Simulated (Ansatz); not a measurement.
Here is an Ansatz 0.2.0 calculation.

File input.yaml:

```yaml
crystal:
  lattice:
    - [-1.5838089719, 1.5838089719, 1.5838089719]
    - [1.5838089719, -1.5838089719, 1.5838089719]
    - [1.5838089719, 1.5838089719, -1.5838089719]
  atoms:
    - { symbol: Mo, position: [0.0, 0.0, 0.0] }
kpoints:
  mp_grid: { grid: [12, 12, 12] }
scf:
  occupations: { method: fermi_dirac, width: 0.05 }
hamiltonian:
  xc: pbesol
  pseudopotentials: { kind: all_electron, lapw: { basis_error: 0.001 } }
output:
  forces: true
  stress: true
relax:
  f_tol: 0.005
  max_steps: 60
  cell: {}
```

Potentials or basis: all-electron LAPW, scalar-relativistic.

Command:

```console
$ ansatz run input.yaml --threads 1 --pin off --max-ram 3072MiB --backend cpu --events-out ev --progress --plain --runs-dir out
```

**Question.** Predict the relaxed volume.

**Answer.** 15.32 Å³/atom.

**Question.** Predict the relaxed cell.

**Answer.** a = 2.710 Å, b = 2.710 Å, c = 2.710 Å, α = 109.47°, β = 109.47°, γ = 109.47°.

Final structure:
```cif
data_structure
_symmetry_space_group_name_H-M 'P 1'
_symmetry_Int_Tables_number 1
_cell_length_a 2.7099
_cell_length_b 2.7099
_cell_length_c 2.7099
_cell_angle_alpha 109.471
_cell_angle_beta 109.471
_cell_angle_gamma 109.471
_cell_volume 15.32
loop_
_atom_site_label
_atom_site_type_symbol
_atom_site_fract_x
_atom_site_fract_y
_atom_site_fract_z
_atom_site_occupancy
Mo1 Mo 0.00000 0.00000 0.00000 1
```
